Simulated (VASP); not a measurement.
# C: elastic constants with PBEsol

Crystal: C.

```
CELL_PARAMETERS angstrom
0.00000 1.78337 1.78337
1.78337 0.00000 1.78337
1.78337 1.78337 0.00000
ATOMIC_POSITIONS crystal
C 0.75000 0.75000 0.75000
C 0.50000 0.50000 0.50000
```

This isn't the form of C at room conditions, which is graphite.

| Item | Value |
| --- | --- |
| Program | VASP 6.6.1 |
| Task | elastic constants |
| Functional | PBEsol |
| Potentials or basis | VASP PAW PBE potentials, release 64 (C) |
| Cutoff | 600 eV |
| k mesh | 10 × 10 × 10 |
| Occupations | fermi-dirac, width 0.05 eV |
| Spin | no spin polarisation |
| Ions in elastic constants | relaxed |
| Further INCAR settings | ALGO = Normal; EDIFF = 1e-08; IBRION = 6; POTIM = 0.015; NSW = 1; ISIF = 3 |

```
Relaxed volume                         : 5.62 Å³/atom
Relaxed cell                           : a = 2.514 Å, b = 2.514 Å, c = 2.514 Å, α = 60.00°, β = 60.00°, γ = 60.00°
Space group after relaxing (to 0.05 Å) : Fd-3m (No. 227)
Elastic constants C11, C12, C44        : 1068, 140, 574 GPa
Voigt bulk modulus                     : 449 GPa
Highest phonon frequency at Γ          : 1309 cm⁻¹
```

The path:
| step | energy change (eV) | largest force (eV/Å) | pressure (GPa) | volume (Å³) |
| --- | --- | --- | --- | --- |
| 1 | 0.0000 | 0.0000 | -4.40 | 11.34 |
| 2 | 0.0010 | 0.0000 | 5.82 | 11.09 |
| 3 | -0.0016 | 0.0000 | -0.01 | 11.23 |

Final structure:
```xyz
2
Lattice="0.0000 1.7775 1.7775 1.7775 0.0000 1.7775 1.7775 1.7775 0.0000" Properties=species:S:1:pos:R:3 pbc="T T T"
C     2.6662    2.6662    2.6662
C     1.7775    1.7775    1.7775
```

Phonon frequencies in cm⁻¹ (negative: imaginary):
```csv
q point,frequencies
"(0.000, 0.000, 0.000)",0 0 0 1309 1309 1309
```

Elastic tensor in Voigt notation (GPa, in the Cartesian axes of the cell as first typed):
```
1068  140  140    0    0    0
 140 1068  140    0    0    0
 140  140 1068    0    0    0
   0    0    0  574    0    0
   0    0    0    0  574    0
   0    0    0    0    0  574
```

Clamped-ion elastic tensor (GPa):
```
1068  140  140    0    0    0
 140 1068  140    0    0    0
 140  140 1068    0    0    0
   0    0    0  580    0    0
   0    0    0    0  580    0
   0    0    0    0    0  580
```

Wall time 75 s on 1 thread of Intel(R) Xeon(R) 6975P-C (Granite Rapids), on a shared host, peak memory 0.16 GiB.

Caveat: the PAW data sets were made with another functional, which shifts forces and pressure a little.
